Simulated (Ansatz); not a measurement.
One crystal and one scan (frozen-phonon scan) at two levels, PBE (plane waves to 420 eV, PAW, scalar-relativistic; Ansatz, a first-principles code) and r2SCAN (plane waves to 500 eV, PAW, scalar-relativistic; Ansatz), each from its own relaxed cell and on its own mesh.

The crystal is LiI (rock salt); a phonon pattern at X = (0.5, 0.5, 0.0) is frozen into a 4-atom cell, Q being the largest atomic displacement.

LiI was relaxed with its symmetry unable to fall. Spin-orbit coupling is left out, though I is heavy.

| quantity | run 1 | run 2 |
|---|---|---|
| Harmonic wavenumber from the curvature (finite differences) (cm⁻¹ (negative: imaginary)) | 132 | 123 |

**Question.** Which run is which level?

**Answer.** Run 2 is PBE, run 1 is r2SCAN. PBE gives the lower value for: harmonic wavenumber from the curvature. Both give the same shape of the curve: a single well with its minimum at or next to zero displacement. Neither level is exact: the differences show how much the result hangs on the functional.

(A displaced cell: forces are minus the slopes of the energy, force constants its curvatures, and phonons follow from these.)
